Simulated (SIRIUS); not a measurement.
BP:

```
P B
1.0
     0.00000    2.26900    2.26900
     2.26900    0.00000    2.26900
     2.26900    2.26900    0.00000
P B
1 1
Direct
  0.75000 0.75000 0.75000
  0.00000 0.00000 0.00000
```

Base run:

```yaml
Program: SIRIUS 7.12.0
Functional: PBEsol
Potentials_or_basis: PseudoDojo 0.4.1 PBE standard (scalar relativistic)
Cutoff: 1054 eV
Density_cutoff: 4214 eV
k_mesh: 8 × 8 × 8
Occupations: fermi-dirac, width 0.05 eV
Spin: no spin polarisation
```

Its results: band gap on the k mesh 1.15 eV; pressure -1.1 GPa.

Problem. The run is repeated on the same cell with these changes: potentials or basis from PseudoDojo 0.4.1 PBE standard (scalar relativistic) to PseudoDojo 0.4.1 PBEsol standard (scalar relativistic); k mesh from 8 × 8 × 8 to 10 × 10 × 10. What comes out?

Solution. Band gap on the k mesh 1.14 eV; pressure -1.9 GPa.

Caveats: the potentials were made for another functional, which shifts forces and pressure (some runs).

A k mesh can miss the band edges.

Not every run made on this cell is shown here.
